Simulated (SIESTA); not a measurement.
Fe under changes of volume

One of the cells (12.019 Å³/atom); the others are scaled copies at fixed shape and fractional positions:

```
CELL_PARAMETERS angstrom
-1.44300 1.44300 1.44300
1.44300 -1.44300 1.44300
1.44300 1.44300 -1.44300
ATOMIC_POSITIONS crystal
Fe 0.00000 0.00000 0.00000
```

| Quantity | Value |
| --- | --- |
| Program | SIESTA 5.4.2 |
| Functional | PBEsol |
| Potentials or basis | PseudoDojo 0.4 standard (PBEsol files) |
| Basis | DZP (energy shift 0.003 Ry; two zetas on semicore shells) |
| Grid cutoff | 800 Ry |
| Energy shift | 0.003 Ry |
| k mesh | 13 × 13 × 13 |
| Occupations | fermi-dirac, width 0.05 eV |
| Spin | collinear spin, ferromagnetic start |
| Starting moments | [3.0] μB |

| volume (Å³/atom) | energy over the lowest point (meV/atom) | pressure (GPa) | moment (μB per cell) |
| --- | --- | --- | --- |
| 11.298 | 0.00 | -9.2 | 2.17 |
| 11.538 | 16.61 | -12.4 | 2.23 |
| 11.778 | 36.91 | -14.5 | 2.30 |
| 12.019 | 60.66 | -17.2 | 2.36 |
| 12.259 | 87.65 | -17.7 | 2.47 |
| 12.499 | 113.96 | -18.3 | 2.56 |
| 12.740 | ? | ? | ? |

Task: What does the run at 12.740 Å³/atom give?

Result: Energy over the lowest point 142.45 meV/atom; pressure -20.1 GPa; moment 2.61 μB per cell.

Worked out: A Birch-Murnaghan fit of order 3 (a polynomial in V^(-2/3)) to the other rows has no minimum within the range. It gives 141.52 meV/atom at 12.740 Å³/atom, against the run's 142.45, and -dE/dV = -18.1 GPa, against -20.1. A parabola through the other rows of the moment, of slope 0.486 μB per Å³/atom there, extrapolates to 2.67 μB, against the run's 2.61.

Energies are extrapolated to zero smearing.

Caveats: short orbitals over semicore shells can move pressures by several GPa; the basis of atomic orbitals isn't converged, which shifts pressures, moduli and gaps.
